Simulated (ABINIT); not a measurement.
Crystal: TePb.

```
Pb Te
1.0
     0.00000    3.23100    3.23100
     3.23100    0.00000    3.23100
     3.23100    3.23100    0.00000
Pb Te
1 1
Direct
  0.00000 0.00000 0.00000
  0.50000 0.50000 0.50000
```

Base run:

| Item | Value |
| --- | --- |
| Program | ABINIT 10.8.3 (patched build) |
| Functional | SOGGA |
| Potentials or basis | JTH PAW PBE v2.0 sp |
| Cutoff | 408 eV |
| k mesh | 7 × 7 × 7 |
| Occupations | fermi-dirac, width 0.05 eV |
| Spin | no spin polarisation |

Its results: pressure -1.0 GPa.

**Question.** The run is repeated on the same cell with these changes: functional from SOGGA to revPBE. What comes out?

**Answer.** Pressure 3.2 GPa.

revPBE binds less tightly than SOGGA, so the same cell stands under more pressure.

Caveats: the PAW data sets were made with another functional, which shifts forces and pressure a little; this set keeps more shells in the core, which shifts pressures and gaps.

Not every run made on this cell is shown here.
